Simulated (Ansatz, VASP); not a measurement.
Li: VASP beside Ansatz

```
CELL_PARAMETERS angstrom
3.05340 0.00000 0.00000
0.00000 3.05340 0.00000
0.00000 0.00000 23.47724
ATOMIC_POSITIONS crystal
Li 0.50000 0.50000 0.36205
Li 0.00000 0.00000 0.45402
Li 0.50000 0.50000 0.54964
Li 0.00000 0.00000 0.64185
```

Alike in both runs: functional PBEsol; k mesh 9 × 9 × 1; occupations gaussian, width 0.1 eV; no spin polarisation.

Ansatz relaxed the structure, and its values are those at the end. VASP's run is a single point on that final structure, the one shown.

|  | VASP | Ansatz |
| --- | --- | --- |
| version | VASP 6.6.1 | Ansatz 0.2.0 |
| potentials or method | VASP PAW PBE potentials, release 64 (Li_sv) | scalar-relativistic, plane waves, PAW |
| plane-wave cutoff (eV) | 520 | 420 |
| valence electrons in the cell | 12 | 12 |

```tsv
	VASP	Ansatz	Ansatz less VASP
gap on the k mesh at the Fermi level (eV)	none	none	-
rms of the force components (eV/Å)	0.010	0.008	-0.0013
```

A gap of «none» marks a metal or a gap that the smearing closes. The functional is the same, so the differences come from potentials, cutoffs and numerics.

Caveats: the PAW data sets were made with another functional, which shifts forces and pressure a little (VASP).
